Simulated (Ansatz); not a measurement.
This AlN structure is the end of a relaxation. The cell was found from a structure generator's guess, not taken from experiment.

Method: Ansatz 0.2.0, DFT PBE, scalar-relativistic, plane waves, PAW. Cutoff 420 eV, Γ-centred mesh, Gaussian smearing, no spin polarisation.

```yaml
crystal:
  lattice:
    - [3.25781, 0.00000, 0.00000]
    - [0.30618, 4.77015, 0.00000]
    - [0.57917, 2.32308, 4.26424]
  atoms:
    - { symbol: Al, position: [0.33217, 0.89672, 0.90602] }
    - { symbol: Al, position: [0.58142, 0.14589, 0.27214] }
    - { symbol: Al, position: [0.93431, 0.50257, 0.48546] }
    - { symbol: N, position: [0.44091, 0.74255, 0.33677] }
    - { symbol: N, position: [0.98031, 0.26695, 0.91816] }
    - { symbol: N, position: [0.14556, 0.44531, 0.08146] }
```

Energies over the elements count from the elements' standard structures at the same level (N₂ as a molecule), with no fitted energy shifts.

(1) Find its symmetry and describe it.

(2) How far does it lie from the elements in energy?

(3) Is it a metal?

(4) From what recipe could a structure generator have reached it?

## Answers

(1) P1 (No. 1). Conventional cell: a = 3.258 Å, b = 4.780 Å, c = 4.890 Å, α = 61.2°, β = 83.2°, γ = 86.3°. Around Al on its first site lie 3 N at 1.94–2.07 Å; Al on its second site has 3 N at 1.88–1.92 Å and 1 N at 2.22 Å; Al on its third site has 3 N at 1.88–1.93 Å and 1 N at 2.15 Å; N on its first site has 4 Al at 1.88–1.94 Å; 2 more sites not described.

(2) −0.376 eV/atom.

(3) No, the gap on the 8×6×6 mesh is 0.67 eV.

(4) One such recipe: 5-connected net, two elements spread over the vertices (P1, No. 1). Other recipes can lead to the same cell.

The last run used an 8×6×6 mesh (in the run's order of axes) for its 6-atom cell and Gaussian smearing of 0.02 eV. Kohn–Sham gaps at this level usually fall short of measured ones. Another cell of AlN relaxed alike, in P6_3mc, lies 0.98 eV/atom lower, so this cell isn't the stable form at this level.
